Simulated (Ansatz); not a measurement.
**ZnSe (F-43m)**

Method: Ansatz 0.2.0, DFT PBE, scalar-relativistic, plane waves, PAW.

Plane waves to 420 eV, a k mesh through Γ of 8×8×8 on the computed 2-atom cell and Gaussian smearing (0.02 eV); no spin polarisation.

The structure is relaxed at this level of theory with its symmetry kept.

```
Zn Se
1.0
     0.00000    2.86592    2.86592
     2.86592    0.00000    2.86592
     2.86592    2.86592    0.00000
Zn Se
1 1
Direct
  0.00000 0.00000 0.00000
  0.25000 0.25000 0.25000
```

(1) Formation energy from the elements' standard states (uncorrected)?

(2) Kohn–Sham band gap?

(3) Löwdin character of the top 1 eV of the valence band?

(4) Löwdin character of the lowest 1 eV of the conduction band?

(5) Bader charges (e)?

Answers

(1) -0.713 eV/atom.

(2) 1.15 eV.

(3) Se 4p 90 %.

(4) Zn 4s 56 %, Se 4p 21 %, Se 4s 20 %.

(5) Zn (1 in the cell) 0.75, Se (1 in the cell) -0.75.